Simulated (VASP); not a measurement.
# Co (P-3m1) in VASP: a series of runs

The runs below take Co through single point, with LDA.

Everything below comes from runs of VASP 6.6.1. Logs are shortened: lines on timing, memory, paths and dates and some standing lists are left out, and cuts for length are marked.

### Step 1. The crystal as given

It takes space group P-3m1 (No. 164, trigonal). The conventional cell has a = 2.487 Å, b = 2.487 Å, c = 4.063 Å, α = 90.00°, β = 90.00°, γ = 120.00°. Co (site symmetry 3m) is surrounded by 12 Co at 2.42 to 2.55 Å.

This isn't the form of Co at room conditions, which is hcp.

### Step 2. Single point, LDA, collinear spin, ferromagnetic start

Contents of INCAR:

```
PREC = Accurate
ENCUT = 460
EDIFF = 0.001
ISMEAR = -1
SIGMA = 0.1
LREAL = False
LASPH = True
NELM = 100
ALGO = Normal
ISIF = 2
LWAVE = False
LCHARG = False
ISPIN = 2
MAGMOM = 2 2
LORBIT = 11
LMAXMIX = 4
GGA = CA
NBANDS = 20
ADDGRID = False
```

Contents of KPOINTS:

```
Automatic mesh
0
Gamma
  11 11 6
```

Contents of POSCAR:

```
Co
1.0
    2.4873648738      0.0000000000      0.0000000000
   -1.2436824369      2.1541211692      0.0000000000
    0.0000000000      0.0000000000      4.0632895034
Co
2
Direct
    0.3275520000      0.6759820000      0.7288160000
    0.6891290000      0.3188900000      0.2643300000
```

Potentials or basis: VASP PAW LDA potentials, release 64 (Co).

The run is started by

```console
> cat potpaw_LDA.64/Co/POTCAR > POTCAR
> mpirun -np 1 vasp_std > vasp.out
```

OUTCAR:

```text
PREC = Accurate
   ENCUT = 460
   EDIFF = 0.001
   ISMEAR = -1
   LREAL = False
   LASPH = True
   NELM = 100
   ISIF = 2
   ISPIN = 2
   LORBIT = 11
   GGA = CA

 Found    364 irreducible k-points:

 Following reciprocal coordinates:
            Coordinates               Weight
  0.000000  0.000000  0.000000      1.000000
  0.090909 -0.000000  0.000000      2.000000
  0.000000  0.090909  0.000000      2.000000
 -0.090909  0.090909  0.000000      2.000000
  0.181818 -0.000000  0.000000      2.000000
  0.000000  0.181818  0.000000      2.000000
   k-points           NKPTS =    364   k-points in BZ     NKDIM =    364   number of bands    NBANDS=     20
   number of dos      NEDOS =    301   number of ions     NIONS =      2
   total plane-waves  NPLWV =   9072
   dimension x,y,z NGX =    18 NGY =   18 NGZ =   28
   dimension x,y,z NGXF=    36 NGYF=   36 NGZF=   56
   ions per type =               2
   NGX,Y,Z   is equivalent  to a cutoff of  12.03, 12.03, 11.46 a.u.
   NGXF,Y,Z  is equivalent  to a cutoff of  24.06, 24.06, 22.91 a.u.
 SYSTEM =  unknown system
   PREC   = accura    normal or accurate (medium, high low for compatibility)
   ISTART =      0    job   : 0-new  1-cont  2-samecut
   ICHARG =      2    charge: 1-file 2-atom 10-const
   ISPIN  =      2    spin polarized calculation?
   LNONCOLLINEAR =      F non collinear calculations
   LSORBIT =      F    spin-orbit coupling
   LASPH  =      T    aspherical Exc in radial PAW
   ENCUT  =  460.0 eV  33.81 Ry    5.81 a.u.   4.35  4.35  7.11*2*pi/ulx,y,z
   NELM   =    100;   NELMIN=  2; NELMDL= -5     # of ELM steps
   EDIFF  = 0.1E-02   stopping-criterion for ELM
   LREAL  =      F    real-space projection
   EDIFFG = 0.1E-01   stopping-criterion for IOM
   NSW    =      0    number of steps for IOM
   IBRION =     -1    ionic relax: 0-MD 1-quasi-New 2-CG
   NFREE  =      0    steps in history (QN), initial steepest desc. (CG)
   ISIF   =      2    stress and relaxation
   ISYM   =      2    0-nonsym 1-usesym 2-fastsym
   POTIM  = 0.5000    time-step for ionic-motion
   TEBEG  =    0.0;   TEEND  =   0.0 temperature during run
   PSTRESS=    0.0 pullay stress
   NELECT =      18.0000    total number of electrons
   NUPDOWN=      -1.0000    fix difference up-down
   EMIN   =  10.00;   EMAX   =-10.00  energy-range for DOS
   EFERMI =   0.00;   METHOD = LEGACY
   ISMEAR =    -1;   SIGMA  =   0.10  broadening in eV -4-tet -1-fermi 0-gaus
   EFERMI_NEDOS =   21; number of points for ismear=-14 and -15
   IALGO  =     38    algorithm
   IMIX   =      4    mixing-type and parameters
     AMIX     =   0.40;   BMIX     =  1.00
     AMIX_MAG =   1.60;   BMIX_MAG =  1.00
  volume/ion in A,a.u.               =      10.89        73.46
  Fermi-wavevector in a.u.,A,eV,Ry     =   1.536514  2.903591 32.121660  2.360875
  Thomas-Fermi vector in A             =   2.643152
   LORBIT       =     11    0 simple, 1 ext, 2 COOP (PROOUT), +10 PAW based schemes
   GGA     = CA    functional components
   LHFCALC =     F    Hartree Fock is set to
   AEXX    =    0.0000 exact exchange contribution
   IVDW    =     0    specifies the selected vdW correction
   LEPSILON=     F    determine dielectric tensor
   LRPA    =     F    only Hartree local field effects (RPA)
 spin polarized calculation
  energy-cutoff  :      460.00
  volume of cell :       21.77
 maximum number of plane-waves:       525
 NGX is ok and might be reduce to    18
   NGX =  9   NGY =  9   NGZ = 15

 number of electron      18.0000003 magnetization       3.0798300

 Free energy of the ion-electron system (eV)
  ---------------------------------------------------
  ext. energy  EPLUGINS =         0.00000000
  ---------------------------------------------------
  free energy    TOTEN  =       -16.09200309 eV

  energy without entropy =      -16.03200802  energy(sigma->0) =      -16.06200555

 E-fermi :   9.8948     XC(G=0): -13.7033

 val. band max:        9.8903698334   @ k =   0.1818  -0.1818   0.1667
 cond. band min:       9.8952976595   @ k =   0.0909   0.0909   0.0000
 fundamental gap:      0.0049278261
 Fermi energy:         9.8947780206

 spin component 1

 k-point     1 :       0.0000    0.0000    0.0000
  band No.  band energies     occupation
      1       0.9740      1.00000
      2       4.7726      1.00000
      3       7.2866      1.00000
      4       7.3592      1.00000
      5       7.4394      1.00000
      6       7.6715      1.00000
[... 12 lines left out ...]
     19      36.0548      0.00000
     20      36.2108      0.00000
[... 93 lines left out ...]
 k-point     6 :       0.0000    0.1818    0.0000
  band No.  band energies     occupation
      1       2.0984      1.00000
      2       5.3887      1.00000
      3       6.7354      1.00000
      4       7.1448      1.00000
      5       7.4170      1.00000
      6       7.7386      1.00000
[... 12 lines left out ...]
     19      35.7844      0.00000
     20      38.0924      0.00000

 [... further k-points ...]

 spin component 2

 k-point     1 :       0.0000    0.0000    0.0000
  band No.  band energies     occupation
      1       1.1488      1.00000
      2       5.6503      1.00000
      3       8.6356      1.00000
      4       8.7631      0.99999
      5       8.8626      0.99997
      6       9.0887      0.99968
[... 12 lines left out ...]
     19      36.4692      0.00000
     20      36.5759      0.00000
[... 93 lines left out ...]
 k-point     6 :       0.0000    0.1818    0.0000
  band No.  band energies     occupation
      1       2.2832      1.00000
      2       6.3484      1.00000
      3       7.9401      1.00000
      4       8.2886      1.00000
      5       8.7313      0.99999
      6       9.1390      0.99948
[... 12 lines left out ...]
     19      36.1799      0.00000
     20      38.3529      0.00000

 [... further k-points ...]

------------------------ aborting loop because EDIFF is reached ----------------------------------------

  FORCE on cell =-STRESS in cart. coord.  units (eV):
  Direction    XX          YY          ZZ          XY          YZ          ZX
  --------------------------------------------------------------------------------------
  -------------------------------------------------------------------------------------
  Total       -2.4739696     -2.2419871     -2.2531984      0.2225852     -0.0996260      0.2005400
  in kB     -182.0612614   -164.9894944   -165.8145431     16.3802084     -7.3315508     14.7578857
  external PRESSURE =    -170.9550996 kB  Pullay stress =       0.0000000 kB

 VOLUME and BASIS-vectors are now :
 -----------------------------------------------------------------------------
  energy-cutoff  :      460.00
  volume of cell :       21.77
      direct lattice vectors                 reciprocal lattice vectors
     2.487364874  0.000000000  0.000000000     0.402031889  0.232113220  0.000000000
    -1.243682437  2.154121169  0.000000000     0.000000000  0.464226439  0.000000000
     0.000000000  0.000000000  4.063289503     0.000000000  0.000000000  0.246106018

 POSITION                                       TOTAL-FORCE (eV/Angst)
 -----------------------------------------------------------------------------------
     -0.02597      1.45615      2.96139         0.249766     -0.125960      0.899091
      1.31752      0.68693      1.07405        -0.249766      0.125960     -0.899091
 -----------------------------------------------------------------------------------
    total drift:                                0.000011      0.000009      0.000064

  FREE ENERGIE OF THE ION-ELECTRON SYSTEM (eV)
  ---------------------------------------------------
  free  energy   TOTEN  =       -16.0920030865 eV

  energy  without entropy=      -16.0320080234  energy(sigma->0) =      -16.06200555

 total charge

# of ion       s       p       d       tot
------------------------------------------
    1        0.493   0.519   7.288   8.300
    2        0.493   0.519   7.288   8.300
--------------------------------------------------
tot          0.985   1.037  14.577  16.599

 magnetization (x)

# of ion       s       p       d       tot
------------------------------------------
    1       -0.013  -0.039   1.595   1.543
    2       -0.013  -0.039   1.595   1.543
--------------------------------------------------
tot         -0.026  -0.078   3.189   3.085
```

OSZICAR:

```text
N       E                     dE             d eps       ncg     rms          rms(c)
DAV:   1     0.792205004909E+02    0.79221E+02   -0.76171E+03 30888   0.114E+03
DAV:   2    -0.140604211704E+02   -0.93281E+02   -0.83868E+02 29604   0.207E+02
DAV:   3    -0.183587031262E+02   -0.42983E+01   -0.41222E+01 32840   0.545E+01
DAV:   4    -0.184246307428E+02   -0.65928E-01   -0.65879E-01 36164   0.592E+00
DAV:   5    -0.184264465479E+02   -0.18158E-02   -0.18157E-02 32612   0.925E-01    0.154E+01
DAV:   6    -0.166315639255E+02    0.17949E+01   -0.80793E+00 32936   0.593E+01    0.789E+00
DAV:   7    -0.161339166084E+02    0.49765E+00   -0.13803E+00 33528   0.223E+01    0.385E+00
DAV:   8    -0.161082600436E+02    0.25657E-01   -0.15836E-02 41572   0.105E+00    0.166E+00
DAV:   9    -0.160936674160E+02    0.14593E-01   -0.12858E-03 23376   0.766E-01    0.451E-01
DAV:  10    -0.160920011082E+02    0.16663E-02   -0.11583E-03 22940   0.341E-01    0.773E-02
DAV:  11    -0.160920030865E+02   -0.19783E-05   -0.19648E-04 14852   0.118E-01
   1 F= -.16092003E+02 E0= -.16062006E+02  d E =-.599951E-01  mag=     3.0806
```

Run time: 74 s. Hardware: 1 thread of Intel Xeon 6975P-C (Granite Rapids), shared host; peak memory 0.28 GiB.

These settings aren't checked as converged: the numbers below hold their error.

Results:

- Free energy: -16.0920 eV
- Pressure: -17.1 GPa
- Largest force: 0.942 eV/Å
- Band gap on the k mesh: none (metal or under the smearing width)
- Net moment: 3.08 μB per cell
- Site moments: Co +1.54 μB
- Valence electrons inside the program's atomic spheres: Co 8.30

### Step 3. Single point, LDA, collinear spin, ferromagnetic start

INCAR, as its differences from that of step 2:

```diff
@@ -2,3 +2,3 @@
 ENCUT = 460
-EDIFF = 0.001
+EDIFF = 1E-4
 ISMEAR = -1
```

KPOINTS is that of step 2.

Contents of POSCAR:

```
Co
1.0
    2.4873648738      0.0000000000      0.0000000000
   -1.2436824369      2.1541211692      0.0000000000
    0.0000000000      0.0000000000      4.0632895034
Co
2
Direct
    0.3333333333      0.6666666667      0.7401390000
    0.6666666667      0.3333333333      0.2598610000
```

Potentials or basis: VASP PAW LDA potentials, release 64 (Co).

The run is started by

```console
> cat potpaw_LDA.64/Co/POTCAR > POTCAR
> mpirun -np 1 vasp_std > vasp.out
```

OUTCAR:

```text
PREC = Accurate
   ENCUT = 460
   EDIFF = 1E-4
   ISMEAR = -1
   LREAL = False
   LASPH = True
   NELM = 100
   ISIF = 2
   ISPIN = 2
   LORBIT = 11
   GGA = CA

 Found     84 irreducible k-points:

 Following reciprocal coordinates:
            Coordinates               Weight
  0.000000  0.000000  0.000000      1.000000
  0.090909 -0.000000  0.000000      6.000000
  0.181818 -0.000000  0.000000      6.000000
  0.272727 -0.000000  0.000000      6.000000
  0.363636 -0.000000  0.000000      6.000000
  0.454545 -0.000000  0.000000      6.000000
   k-points           NKPTS =     84   k-points in BZ     NKDIM =     84   number of bands    NBANDS=     20
   number of dos      NEDOS =    301   number of ions     NIONS =      2
   total plane-waves  NPLWV =   9072
   dimension x,y,z NGX =    18 NGY =   18 NGZ =   28
   dimension x,y,z NGXF=    36 NGYF=   36 NGZF=   56
   ions per type =               2
   NGX,Y,Z   is equivalent  to a cutoff of  12.03, 12.03, 11.46 a.u.
   NGXF,Y,Z  is equivalent  to a cutoff of  24.06, 24.06, 22.91 a.u.
 SYSTEM =  unknown system
[... 214 lines left out ...]
      4       8.8379      0.99997
      5       8.8379      0.99997
      6       9.1577      0.99916
[... 127 lines left out ...]
     19      32.6969      0.00000
     20      35.1833      0.00000

 [... further k-points ...]

------------------------ aborting loop because EDIFF is reached ----------------------------------------

  FORCE on cell =-STRESS in cart. coord.  units (eV):
  Direction    XX          YY          ZZ          XY          YZ          ZX
  --------------------------------------------------------------------------------------
  -------------------------------------------------------------------------------------
  Total       -2.4674107     -2.4674107     -2.7519495      0.0000000     -0.0000000      0.0000000
  in kB     -181.5785891   -181.5785891   -202.5180092      0.0000000     -0.0000000      0.0000000
  external PRESSURE =    -188.5583958 kB  Pullay stress =       0.0000000 kB

 VOLUME and BASIS-vectors are now :
 -----------------------------------------------------------------------------
  energy-cutoff  :      460.00
  volume of cell :       21.77
      direct lattice vectors                 reciprocal lattice vectors
     2.487364874  0.000000000  0.000000000     0.402031889  0.232113220  0.000000000
    -1.243682437  2.154121169  0.000000000     0.000000000  0.464226439  0.000000000
     0.000000000  0.000000000  4.063289503     0.000000000  0.000000000  0.246106018

 POSITION                                       TOTAL-FORCE (eV/Angst)
 -----------------------------------------------------------------------------------
     -0.00000      1.43608      3.00740         0.000000      0.000000      0.426385
      1.24368      0.71804      1.05589        -0.000000     -0.000000     -0.426385
 -----------------------------------------------------------------------------------
    total drift:                                0.000000     -0.000000     -0.000000

  FREE ENERGIE OF THE ION-ELECTRON SYSTEM (eV)
  ---------------------------------------------------
  free  energy   TOTEN  =       -16.1491414977 eV

  energy  without entropy=      -16.0884024982  energy(sigma->0) =      -16.11877200

 total charge

# of ion       s       p       d       tot
------------------------------------------
    1        0.488   0.514   7.280   8.283
    2        0.488   0.514   7.280   8.283
--------------------------------------------------
tot          0.977   1.028  14.561  16.565

 magnetization (x)

# of ion       s       p       d       tot
------------------------------------------
    1       -0.013  -0.040   1.595   1.542
    2       -0.013  -0.040   1.595   1.542
--------------------------------------------------
tot         -0.027  -0.080   3.191   3.084
```

OSZICAR:

```text
N       E                     dE             d eps       ncg     rms          rms(c)
DAV:   1     0.780130632611E+02    0.78013E+02   -0.75730E+03  7184   0.114E+03
DAV:   2    -0.142295080024E+02   -0.92243E+02   -0.82893E+02  6872   0.206E+02
DAV:   3    -0.184527849549E+02   -0.42233E+01   -0.40404E+01  7672   0.541E+01
DAV:   4    -0.185170216344E+02   -0.64237E-01   -0.64190E-01  8236   0.584E+00
DAV:   5    -0.185188987457E+02   -0.18771E-02   -0.18770E-02  7760   0.946E-01    0.153E+01
DAV:   6    -0.167014442110E+02    0.18175E+01   -0.82326E+00  7616   0.599E+01    0.801E+00
DAV:   7    -0.161899657436E+02    0.51148E+00   -0.14137E+00  7684   0.226E+01    0.380E+00
DAV:   8    -0.161654617401E+02    0.24504E-01   -0.13932E-02  9596   0.945E-01    0.162E+00
DAV:   9    -0.161507949015E+02    0.14667E-01   -0.16900E-03 11368   0.739E-01    0.444E-01
DAV:  10    -0.161491902883E+02    0.16046E-02   -0.32054E-04  7364   0.225E-01    0.703E-02
DAV:  11    -0.161491414977E+02    0.48791E-04   -0.81001E-05  4668   0.675E-02
   1 F= -.16149141E+02 E0= -.16118772E+02  d E =-.607390E-01  mag=     3.0748
```

Wall time 19 s (1 thread of Intel Xeon 6975P-C (Granite Rapids), shared host); peak memory 0.15 GiB.

These settings aren't checked as converged: the numbers below hold their error.

What came out:

| Property | Result |
| --- | --- |
| Free energy | -16.1491 eV |
| Pressure | -18.9 GPa |
| Largest force | 0.426 eV/Å |
| Band gap on the k mesh | none (metal or under the smearing width) |
| Net moment | 3.07 μB per cell |
| Site moments | Co +1.54 μB |
| Valence electrons inside the program's atomic spheres | Co 8.28 |
